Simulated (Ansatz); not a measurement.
Strain and the gap of NaI (wurtzite)

Wurtzite NaI (no longer in that coordination), relaxed with r2SCAN in the plane-wave code Ansatz. Space group P6_3/mmc (No. 194), hexagonal; a = 5.416 Å, c = 6.459 Å in the conventional setting, 41.03 Å³ an atom. Na is surrounded by 5 I at 3.13–3.23 Å; I is surrounded by 5 Na at 3.13–3.23 Å. The cell started from the wurtzite prototype, but the relaxation took it to the higher symmetry P6_3/mmc (No. 194), so the name no longer describes it.

The axes x, y and z are those of this cell:
```yaml
crystal:
  lattice:
    - [5.41649, 0.00000, 0.00000]
    - [-2.70825, 4.69082, 0.00000]
    - [0.00000, 0.00000, 6.45915]
  atoms:
    - { symbol: Na, position: [0.33333, 0.66667, 0.93745] }
    - { symbol: Na, position: [0.66667, 0.33333, 0.43745] }
    - { symbol: I, position: [0.33333, 0.66667, 0.43755] }
    - { symbol: I, position: [0.66667, 0.33333, 0.93755] }
```

Unstrained: PBE gives a direct gap of 3.565 eV at Γ. r2SCAN gives a direct gap of 4.188 eV at Γ. The HSE06 gap is direct at Γ: 4.537 eV. Meshes: PBE 6×6×4, r2SCAN 6×6×4, HSE06 6×6×4. Strains are changes of length per length, and xy shears are angles. After each strain the atoms were relaxed again with r2SCAN within the symmetry that the strain leaves, so tilts or polar shifts that break it weren't tested; points keep the names that they have in the unstrained zone. (Calculated; spin-unpolarised; the phase may be known or hypothetical.)

Changes of the least gap in eV (an overlap counts as a negative gap):

| strain | volume change (%) | space group | PBE | r2SCAN | HSE06 | energy rise, r2SCAN (meV/atom) |
| --- | --- | --- | --- | --- | --- | --- |
| xy shear, engineering strain (angle) -1.5 % | 0.0 | P2_1/m | 0.000 | 0.000 | – | 0.0 |
| epitaxial -5.0 % in the xy plane, free normal strain +2.50 % | -7.5 | P6_3/mmc | +0.047 | +0.051 | +0.050 | 22.7 |
| isotropic -2.5 % on every length | -7.3 | P6_3/mmc | +0.115 | +0.111 | +0.119 | 10.8 |
| uniaxial +5.0 % along x | +5.0 | Cmcm | -0.039 | -0.037 | – | 4.6 |

Xy shear, engineering strain (angle) -1.5 %. r2SCAN: the gap goes from 4.188 to 4.188 eV (0.000 eV); with r2SCAN the top three valence levels at Γ, grouped 1+2 from the top over 384 meV, become 1+1+1 over 388 meV. Stress change with r2SCAN, compression positive: xx 0.00, yy 0.00, zz 0.00, xy 0.00 GPa.

Epitaxial -5.0 % in the xy plane, free normal strain +2.50 %. HSE06: the gap goes from 4.537 to 4.587 eV (+0.050 eV). Stress change with r2SCAN, compression positive: xx +2.02, yy +2.02, zz +0.03 GPa.

Isotropic -2.5 % on every length. HSE06: the gap goes from 4.537 to 4.656 eV (+0.119 eV); with r2SCAN the top three valence levels at Γ, grouped 1+2 from the top over 384 meV, become 1+2 over 448 meV. Stress change with r2SCAN, compression positive: xx +1.15, yy +1.15, zz +1.31 GPa. For HSE06, dE_g/d ln V = -1.6 eV over this step.

Uniaxial +5.0 % along x, other directions held. r2SCAN: the gap goes from 4.188 to 4.151 eV (-0.037 eV). Stress change with r2SCAN, compression positive: xx -0.72, yy -0.61, zz -0.34 GPa.

No spin-orbit coupling is included; it can move band edges with weight on the heavy atoms by tenths of an eV.

The meshes of the hybrids are coarse, so their gaps aren't converged to the digits shown.

The splittings at Γ are without spin-orbit coupling, which regroups them where it is of like size or larger.
